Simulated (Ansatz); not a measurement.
# AlN: band gap under strain

How does strain move the band edges of AlN in the wurtzite structure, and do the functionals agree on it? States: no strain; -4.0 % strain along z alone; -3.0 % strain along z alone.

The runs shown are made with Ansatz 0.2.0. PAW datasets, plane waves. (Simulation; spin polarisation is off.)

### Step 1. Starting point

The unstrained cell was relaxed with r2SCAN; in each strained cell the atoms were relaxed again with r2SCAN. Names of k-points are those of the unstrained zone, where strain can split equivalent points. First state: no strain.

It is hexagonal, P6_3mc (No. 186); a = 3.107 Å, c = 4.979 Å in the conventional setting, 10.40 Å³ an atom. Around Al lie 4 N at 1.89–1.90 Å; around N lie 4 Al at 1.89–1.90 Å.

Structure file:

```cif
data_structure
_symmetry_space_group_name_H-M 'P 1'
_symmetry_Int_Tables_number 1
_cell_length_a 3.1067
_cell_length_b 3.1067
_cell_length_c 4.9786
_cell_angle_alpha 90.000
_cell_angle_beta 90.000
_cell_angle_gamma 120.000
_cell_volume 41.61
loop_
_atom_site_label
_atom_site_type_symbol
_atom_site_fract_x
_atom_site_fract_y
_atom_site_fract_z
_atom_site_occupancy
Al1 Al 0.33333 0.66667 0.99670 1
Al2 Al 0.66667 0.33333 0.49670 1
N1 N 0.33333 0.66667 0.37830 1
N2 N 0.66667 0.33333 0.87830 1
```

### Step 2. No strain: PBE

input.yaml

```yaml
crystal:
  lattice:
    - [3.1066937602, 0.0, 0.0]
    - [-1.5533468801, 2.6904757181, 0.0]
    - [0.0, 0.0, 4.9785915519]
  atoms:
    - { symbol: Al, position: [0.3333333333, 0.6666666667, -0.0032954727] }
    - { symbol: Al, position: [0.6666666667, 0.3333333333, 0.4967045273] }
    - { symbol: "N", position: [0.3333333333, 0.6666666667, 0.3782954727] }
    - { symbol: "N", position: [0.6666666667, 0.3333333333, 0.8782954727] }
kpoints:
  mp_grid: { grid: [12, 12, 6] }
  band_path:
    path:
      - [0.0, 0.0, 0.0]
      - [0.5, 0.0, 0.0]
      - [0.3333333333, 0.3333333333, 0.0]
      - [0.0, 0.0, 0.5]
      - [0.5, 0.0, 0.5]
      - [0.3333333333, 0.3333333333, 0.5]
    npoints: 1
hamiltonian:
  xc: pbe
scf:
  occupations: { method: fermi_dirac, width: 0.02 }
  n_extra_bands: 5
output:
  forces: true
  stress: true
  eigenvalues: true
```

Started as:

```
$ ansatz run input.yaml --threads 2 --pin off --max-ram 29491MiB --backend cpu --events-out ev --progress --plain --runs-dir out
```

The runs that follow: No strain: r2SCAN; No strain: HSE06; No strain: r2SCAN; No strain: G0W0@PBE; -4.0 % strain along z alone: PBE; -4.0 % strain along z alone: r2SCAN; -4.0 % strain along z alone: HSE06; -4.0 % strain along z alone: r2SCAN; -4.0 % strain along z alone: G0W0@PBE; -3.0 % strain along z alone: PBE; -3.0 % strain along z alone: r2SCAN; -3.0 % strain along z alone: HSE06; -3.0 % strain along z alone: r2SCAN; -3.0 % strain along z alone: G0W0@PBE.

**Question.** What will these runs give?

As calculated:

Least gap in eV (negative: overlap), with the change from the unstrained cell in brackets. G0W0 is on its own coarse mesh.

| state | volume change (%) | PBE | r2SCAN | HSE06 | G0W0 |
| --- | --- | --- | --- | --- | --- |
| no strain | +0.0 | 4.23 | 4.88 | 5.60 | 5.89 |
| -4.0 % strain along z alone | -4.0 | 4.34 (+0.11) | 4.99 (+0.11) | 5.73 (+0.13) | 6.03 (+0.14) |
| -3.0 % strain along z alone | -3.0 | 4.32 (+0.09) | 4.97 (+0.09) | 5.70 (+0.10) | 6.00 (+0.11) |

In words: With HSE06, of the states in the table -4.0 % strain along z alone shifts the gap most, by +0.128 eV. PBE and HSE06 differ by 1.37 eV on the unstrained gap, and by at most 0.02 eV on its change: PBE follows the response to strain far better than the gap itself. G0W0 here is at a finite number of bands, screening cutoff and k mesh, not at the basis limit.
